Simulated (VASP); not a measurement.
# TiTe2 (P-3m1) in VASP: notebook, part 3 of 3

VASP 6.6.1.

### 4 Relaxation of cell and atoms, PBE

Input file INCAR:

```
SYSTEM = TiTe2
ALGO = Normal
EDIFF = 1E-6
EDIFFG = -0.01
ENCUT = 600
GGA = PE
IBRION = 2
ISIF = 3
ISMEAR = 1
LASPH = .TRUE.
LCHARG = .FALSE.
LREAL = .FALSE.
LWAVE = .FALSE.
NELM = 80
NSW = 90
PREC = Accurate
SIGMA = 0.1
```

Input file KPOINTS:

```
k-points
0
G
  12 12 6
  0 0 0
```

Input file POSCAR:

```
TiTe2
1.0
    3.7770000000      0.0000000000      0.0000000000
   -1.8885000000      3.2709779501      0.0000000000
    0.0000000000      0.0000000000      6.4980000000
Ti Te
1 2
Direct
    0.0000000000      0.0000000000      0.0000000000
    0.6666666667      0.3333333333      0.2628000000
    0.3333333333      0.6666666667      0.7372000000
```

Potentials or basis: VASP PAW PBE potentials, release 64 (Ti_sv, Te).

On the command line:

```
$ cat potpaw_PBE.64/Ti_sv/POTCAR potpaw_PBE.64/Te/POTCAR > POTCAR
$ mpirun -np 1 vasp_std > vasp.out
```

OUTCAR:

```text
SYSTEM = TiTe2
   EDIFF = 1E-6
   EDIFFG = -0.01
   ENCUT = 600
   GGA = PE
   IBRION = 2
   ISIF = 3
   ISMEAR = 1
   LASPH = .TRUE.
   LREAL = .FALSE.
   NELM = 80
   NSW = 90
   PREC = Accurate

 ion  position               nearest neighbor table
   1  0.000  0.000  0.000-   2 2.77   3 2.77   2 2.77   3 2.77   2 2.77   3 2.77
   2  0.667  0.333  0.263-   1 2.77   1 2.77   1 2.77
   3  0.333  0.667  0.737-   1 2.77   1 2.77   1 2.77

  LATTYP: Found a hexagonal cell.
 ALAT       =     3.7770000000
 C/A-ratio  =     1.7204130262

  Lattice vectors:

 A1 = (   3.7770000000,   0.0000000000,   0.0000000000)
 A2 = (  -1.8885000000,   3.2709779501,   0.0000000000)
 A3 = (   0.0000000000,   0.0000000000,   6.4980000000)

Analysis of symmetry for initial positions (statically):
=====================================================================
 Subroutine PRICEL returns:
 Original cell was already a primitive cell.

 Routine SETGRP: Setting up the symmetry group for a
 hexagonal supercell.

 Subroutine GETGRP returns: Found 12 space group operations
 (whereof 12 operations were pure point group operations)
 out of a pool of 24 trial point group operations.

The static configuration has the point symmetry D_3d.

Analysis of symmetry for dynamics (positions and initial velocities):
=====================================================================
 Subroutine PRICEL returns:
 Original cell was already a primitive cell.

 Routine SETGRP: Setting up the symmetry group for a
 hexagonal supercell.

 Subroutine GETGRP returns: Found 12 space group operations
 (whereof 12 operations were pure point group operations)
 out of a pool of 24 trial point group operations.

The dynamic configuration has the point symmetry D_3d.

 Subroutine INISYM returns: Found 12 space group operations
 (whereof 12 operations are pure point group operations),
 and found     1 'primitive' translations

----------------------------------------------------------------------------------------

                                     Primitive cell

  volume of cell :      80.2794

  direct lattice vectors                    reciprocal lattice vectors
     3.777000000  0.000000000  0.000000000     0.264760392  0.152859484  0.000000000
    -1.888500000  3.270977950  0.000000000     0.000000000  0.305718967  0.000000000
     0.000000000  0.000000000  6.498000000     0.000000000  0.000000000  0.153893506

  length of vectors
     3.777000000  3.777000000  6.498000000     0.305718967  0.305718967  0.153893506

  position of ions in fractional coordinates (direct lattice)
     0.000000000  0.000000000  0.000000000
     0.666666667  0.333333333  0.262800000
     0.333333333  0.666666667  0.737200000

  ion indices of the primitive-cell ions
   primitive index   ion index
                 1           1
                 2           2
                 3           3

----------------------------------------------------------------------------------------

 KPOINTS: k-points
[... 57 lines left out ...]
   NGXF,Y,Z  is equivalent  to a cutoff of  26.41, 26.41, 27.63 a.u.
 SYSTEM =  TiTe2
   PREC   = accura    normal or accurate (medium, high low for compatibility)
   ISTART =      0    job   : 0-new  1-cont  2-samecut
   ICHARG =      2    charge: 1-file 2-atom 10-const
   ISPIN  =      1    spin polarized calculation?
   LNONCOLLINEAR =      F non collinear calculations
   LSORBIT =      F    spin-orbit coupling
   LASPH  =      T    aspherical Exc in radial PAW
   ENCUT  =  600.0 eV  44.10 Ry    6.64 a.u.   7.54  7.54 12.98*2*pi/ulx,y,z
   NELM   =     80;   NELMIN=  2; NELMDL= -5     # of ELM steps
   EDIFF  = 0.1E-05   stopping-criterion for ELM
   LREAL  =      F    real-space projection
   EDIFFG = -.1E-01   stopping-criterion for IOM
   NSW    =     90    number of steps for IOM
   IBRION =      2    ionic relax: 0-MD 1-quasi-New 2-CG
   NFREE  =      1    steps in history (QN), initial steepest desc. (CG)
   ISIF   =      3    stress and relaxation
   ISYM   =      2    0-nonsym 1-usesym 2-fastsym
   POTIM  = 0.5000    time-step for ionic-motion
   TEBEG  =    0.0;   TEEND  =   0.0 temperature during run
   PSTRESS=    0.0 pullay stress
   NELECT =      24.0000    total number of electrons
   NUPDOWN=      -1.0000    fix difference up-down
   EMIN   =  10.00;   EMAX   =-10.00  energy-range for DOS
   EFERMI =   0.00;   METHOD = LEGACY
   ISMEAR =     1;   SIGMA  =   0.10  broadening in eV -4-tet -1-fermi 0-gaus
   EFERMI_NEDOS =   21; number of points for ismear=-14 and -15
   IALGO  =     38    algorithm
   IMIX   =      4    mixing-type and parameters
     AMIX     =   0.40;   BMIX     =  1.00
     AMIX_MAG =   1.60;   BMIX_MAG =  1.00
  volume/ion in A,a.u.               =      26.76       180.58
  Fermi-wavevector in a.u.,A,eV,Ry     =   1.094655  2.068597 16.303438  1.198269
  Thomas-Fermi vector in A             =   2.230964
   LORBIT       =      0    0 simple, 1 ext, 2 COOP (PROOUT), +10 PAW based schemes
   GGA     = PE    functional components
   LHFCALC =     F    Hartree Fock is set to
   AEXX    =    0.0000 exact exchange contribution
   IVDW    =     0    specifies the selected vdW correction
   LEPSILON=     F    determine dielectric tensor
   LRPA    =     F    only Hartree local field effects (RPA)
 conjugate gradient relaxation of ions
 non-spin polarized calculation
 Methfessel and Paxton  Order N= 1 SIGMA  =   0.10
  energy-cutoff  :      600.00
  volume of cell :       80.28
 maximum number of plane-waves:      2714
   NGX = 15   NGY = 15   NGZ = 25

--------------------------------------- Ionic step        1  -------------------------------------------

 number of electron      24.0000002 magnetization

 Free energy of the ion-electron system (eV)
  ---------------------------------------------------
  ext. energy  EPLUGINS =         0.00000000
  ---------------------------------------------------
  free energy    TOTEN  =       -16.20549979 eV

  energy without entropy =      -16.20529775  energy(sigma->0) =      -16.20543244

------------------------ aborting loop because EDIFF is reached ----------------------------------------

  FORCE on cell =-STRESS in cart. coord.  units (eV):
  Direction    XX          YY          ZZ          XY          YZ          ZX
  --------------------------------------------------------------------------------------
  -------------------------------------------------------------------------------------
  Total        0.2812849      0.2812849      0.7744389      0.0000000     -0.0000000      0.0000000
  in kB        5.6137443      5.6137443     15.4558691      0.0000000     -0.0000000      0.0000000
  external PRESSURE =       8.8944526 kB  Pullay stress =       0.0000000 kB
[... 92 lines left out ...]
  FREE ENERGIE OF THE ION-ELECTRON SYSTEM (eV)
  ---------------------------------------------------
  free  energy   TOTEN  =       -16.2096965948 eV

  energy  without entropy=      -16.2096088807  energy(sigma->0) =      -16.20966736

[... ionic steps 4 to 10 ...]

--------------------------------------- Ionic step       11  -------------------------------------------

 number of electron      24.0000005 magnetization

------------------------ aborting loop because EDIFF is reached ----------------------------------------
[... 69 lines left out ...]
--------------------------------------- Ionic step       13  -------------------------------------------

 number of electron      24.0000005 magnetization

 Free energy of the ion-electron system (eV)
  ---------------------------------------------------
  ext. energy  EPLUGINS =         0.00000000
  ---------------------------------------------------
  free energy    TOTEN  =       -16.21964608 eV

  energy without entropy =      -16.22079960  energy(sigma->0) =      -16.22003059

 E-fermi :   6.3027     XC(G=0):  -9.6070

 val. band max:        6.2948260298   @ k =   0.4167   0.0000   0.0000
 cond. band min:       6.3120960380   @ k =   0.0000   0.4167   0.1667
 fundamental gap:      0.0172700083
 Fermi energy:         6.3027353632

 k-point     1 :       0.0000    0.0000    0.0000
  band No.  band energies     occupation
      1     -51.2304      2.00000
      2     -27.4847      2.00000
      3     -27.4847      2.00000
      4     -27.4414      2.00000
      5      -5.9412      2.00000
      6      -4.7146      2.00000
[... 433 lines left out ...]
      3     -27.4871      2.00000
      4     -27.4390      2.00000
      5      -5.5897      2.00000
      6      -4.6356      2.00000
[... 8 lines left out ...]
     15       7.5663     -0.00000
     16       8.8108      0.00000

 [... further k-points ...]
[... 5 lines left out ...]
  --------------------------------------------------------------------------------------
  -------------------------------------------------------------------------------------
  Total        0.0106971      0.0106971      0.0191722      0.0000000     -0.0000000     -0.0000000
  in kB        0.2040358      0.2040358      0.3656899      0.0000000     -0.0000000     -0.0000000
  external PRESSURE =       0.2579205 kB  Pullay stress =       0.0000000 kB
[... 18 lines left out ...]
  FREE ENERGIE OF THE ION-ELECTRON SYSTEM (eV)
  ---------------------------------------------------
  free  energy   TOTEN  =       -16.2196460839 eV

  energy  without entropy=      -16.2207996024  energy(sigma->0) =      -16.22003059

 reached required accuracy - stopping structural energy minimisation
```

OSZICAR:

```text
N       E                     dE             d eps       ncg     rms          rms(c)
DAV:   1     0.186972940086E+03    0.18697E+03   -0.11828E+04  3200   0.155E+03
DAV:   2     0.292428553174E+00   -0.18668E+03   -0.18524E+03  3392   0.355E+02
DAV:   3    -0.179663540939E+02   -0.18259E+02   -0.17761E+02  5640   0.955E+01
DAV:   4    -0.184412273197E+02   -0.47487E+00   -0.47414E+00  3784   0.162E+01
[... 132 lines left out ...]
DAV:   1    -0.162196582019E+02   -0.33246E-04   -0.35791E-03  3200   0.339E-01    0.464E-02
DAV:   2    -0.162196781001E+02   -0.19898E-04   -0.72775E-04  3928   0.191E-01    0.426E-02
DAV:   3    -0.162196481433E+02    0.29957E-04   -0.32764E-04  4112   0.114E-01    0.120E-02
DAV:   4    -0.162196462463E+02    0.18970E-05   -0.11872E-05  3768   0.248E-02    0.101E-02
DAV:   5    -0.162196460839E+02    0.16244E-06   -0.45784E-07  1632   0.546E-03
  13 F= -.16219646E+02 E0= -.16220031E+02  d E =-.878762E-03
```

Run time: 13 min. Hardware: 1 thread of Intel Xeon Platinum 8488C (Sapphire Rapids), shared host; peak memory 0.35 GiB.

Results:

```
Free energy                            : -16.2196 eV
Relaxed volume                         : 28.00 Å³/atom
Relaxed cell                           : a = 3.771 Å, b = 3.771 Å, c = 6.822 Å, α = 90.00°, β = 90.00°, γ = 120.00°
Space group after relaxing (to 0.05 Å) : P-3m1 (No. 164)
Energy gained by relaxing              : 4.7 meV/atom
Ionic steps                            : 13
Pressure after relaxing                : 0.0 GPa
Band gap on the k mesh                 : none (metal or under the smearing width)
```

Step by step:
| step | energy change (eV) | largest force (eV/Å) | pressure (GPa) | volume (Å³) |
| --- | --- | --- | --- | --- |
| 1 | 0.0000 | 0.0392 | 0.89 | 80.28 |
| 2 | -0.0033 | 0.1852 | -0.53 | 82.02 |
| 3 | -0.0042 | 0.1163 | -0.10 | 81.47 |
| 4 | -0.0062 | 0.1075 | -0.06 | 81.59 |
| 5 | -0.0101 | 0.0840 | 0.11 | 81.95 |
| 6 | -0.0091 | 0.0477 | 0.52 | 82.62 |
| 7 | -0.0111 | 0.0638 | 0.28 | 82.26 |
| 8 | -0.0127 | 0.0744 | -0.02 | 83.10 |
| 9 | -0.0132 | 0.0819 | -0.18 | 83.62 |
| 10 | -0.0129 | 0.0967 | -0.51 | 84.65 |
| 11 | -0.0133 | 0.0854 | -0.27 | 83.89 |
| 12 | -0.0141 | 0.0151 | 0.08 | 84.02 |
| 13 | -0.0141 | 0.0016 | 0.03 | 84.00 |

Final structure:
```cif
data_structure
_symmetry_space_group_name_H-M 'P 1'
_symmetry_Int_Tables_number 1
_cell_length_a 3.7707
_cell_length_b 3.7707
_cell_length_c 6.8219
_cell_angle_alpha 90.000
_cell_angle_beta 90.000
_cell_angle_gamma 120.000
_cell_volume 84.00
loop_
_atom_site_label
_atom_site_type_symbol
_atom_site_fract_x
_atom_site_fract_y
_atom_site_fract_z
_atom_site_occupancy
Ti1 Ti 0.00000 0.00000 0.00000 1
Te1 Te 0.66667 0.33333 0.25342 1
Te2 Te 0.33333 0.66667 0.74658 1
```

Caveat: this functional lacks dispersion, which binds the layers, so the pressure and a relaxed spacing across them are unreliable. Spin-orbit coupling is left out, which matters for the levels of Te.

### 5 Relaxation of cell and atoms, PBE

This run uses another cell than the first one, of 28.00 Å³/atom, 1.046 times its volume.

INCAR, as its differences from that of step 4:

```diff
@@ -2,4 +2,4 @@
 ALGO = Normal
-EDIFF = 1E-6
-EDIFFG = -0.01
+EDIFF = 1E-7
+EDIFFG = -0.005
 ENCUT = 600
```

KPOINTS is that of step 4.

Input file POSCAR:

```
TiTe2                                   
1.0
    3.7706570838      0.0000000000      0.0000000000
   -1.8853285419      3.2654848236     -0.0000000000
   -0.0000000000     -0.0000000000      6.8218843483
  Ti              Te            
     1     2
Direct
     0.0000000000000000    0.0000000000000000    0.0000000000000000
     0.6666666667000030    0.3333333332999970    0.2534166635363495
     0.3333333332999970    0.6666666667000030    0.7465833364636505
```

On the command line:

```
$ cat potpaw_PBE.64/Ti_sv/POTCAR potpaw_PBE.64/Te/POTCAR > POTCAR
$ mpirun -np 1 vasp_std > vasp.out
```

Run time: 4.3 min. Hardware: 1 thread of Intel Xeon Platinum 8488C (Sapphire Rapids), shared host; peak memory 0.33 GiB.

It converged, with:

* Free energy: -16.2201 eV
* Relaxed volume: 28.01 Å³/atom
* Relaxed cell: a = 3.771 Å, b = 3.771 Å, c = 6.824 Å, α = 90.00°, β = 90.00°, γ = 120.00°
* Space group after relaxing (to 0.05 Å): P-3m1 (No. 164)
* Energy gained by relaxing: 0.0 meV/atom
* Ionic steps: 3
* Pressure after relaxing: 0.0 GPa
* Largest force after relaxing: 0.004 eV/Å
* Band gap on the k mesh: none (metal or under the smearing width)

Forces on the atoms (eV/Å):
```
Ti   0.000  0.000  0.000
Te   0.000  0.000 -0.004
Te   0.000  0.000  0.004
```

Final structure:
```
CELL_PARAMETERS angstrom
3.77118 0.00000 0.00000
-1.88559 3.26594 0.00000
0.00000 0.00000 6.82355
ATOMIC_POSITIONS crystal
Ti 0.00000 0.00000 0.00000
Te 0.66667 0.33333 0.25342
Te 0.33333 0.66667 0.74658
```

Levels at points of the mesh, in eV from the Fermi level:
```
           k point  band 9  band 10  band 11  band 12  band 13  band 14  band 15  band 16
(0.00, 0.00, 0.00)   -1.60     0.07     0.29     0.38     0.38     1.08     1.08     3.12
(0.50, 0.00, 0.00)   -2.50    -2.36    -1.76    -0.95    -0.03     1.13     1.46     2.42
(0.00, 0.00, 0.50)   -1.56    -1.56     0.37     0.37     0.88     0.89     0.89     3.39
(0.50, 0.00, 0.50)   -2.41    -1.92    -1.21    -0.63    -0.28     1.12     1.44     2.69
```

Caveat: this functional lacks dispersion, which binds the layers, so the pressure and a relaxed spacing across them are unreliable.
